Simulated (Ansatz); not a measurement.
**Nb (dhcp): energy against volume**

All numbers below come from Ansatz 0.2.0, DFT, PBE, plane waves (420 eV) with PAW, scalar-relativistic.

The cell is scaled uniformly from the relaxed one, with fractional coordinates and shape fixed. Energies are extrapolated to zero smearing, pressures are those at the given smearing. Magnetic state: non-magnetic.

A Birch-Murnaghan fit gives V₀ = 18.68 Å³/atom, B₀ = 161 GPa, B₀′ = 3.7.

**Question.** What are the energy above the minimum and the pressure at 16.420 Å³/atom?

**Answer.** 167.6 meV/atom and 26.34 GPa as computed.

**Question.** What are the energy above the minimum and the pressure at 17.167 Å³/atom?

**Answer.** 70.2 meV/atom and 15.93 GPa as computed.

**Question.** What are the energy above the minimum and the pressure at 20.152 Å³/atom?

**Answer.** 52.1 meV/atom and -10.63 GPa as computed.
